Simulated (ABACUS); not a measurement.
Cl:

```
Cl
1.0
     3.14500   -2.25000    0.00000
     3.14500    2.25000    0.00000
     0.00000    0.00000    8.21000
Cl
4
Cartesian
  3.1450 0.5850 3.2840
  3.1450 1.6650 7.3890
  3.1450 -0.5850 4.9260
  3.1450 -1.6650 0.8210
```

Base run:

```yaml
Program: ABACUS 3.10.1
Functional: PW91
Potentials_or_basis: SG15 ONCV 1.2 PBE
Cutoff: 816 eV
Density_cutoff: 3265 eV
Basis: plane waves
k_mesh: 5 × 5 × 3
Occupations: fermi-dirac, width 0.05 eV
Spin: no spin polarisation
```

Its results: band gap on the k mesh 2.52 eV, indirect (least direct gap 2.57 eV); pressure 1.1 GPa; largest force 0.283 eV/Å.

Q: The run is repeated on the same cell with these changes: functional from PW91 to SCAN. What comes out?

A: Band gap on the k mesh 2.89 eV, indirect (least direct gap 2.94 eV); pressure -0.2 GPa; largest force 0.215 eV/Å.

SCAN gives the wider gap, since meta-GGAs in the generalised Kohn-Sham scheme recover part of the derivative discontinuity.

Caveats: the potentials were made for another functional, which shifts forces and pressure; an odd mesh through Γ misses points on the zone boundary, where band edges often lie.
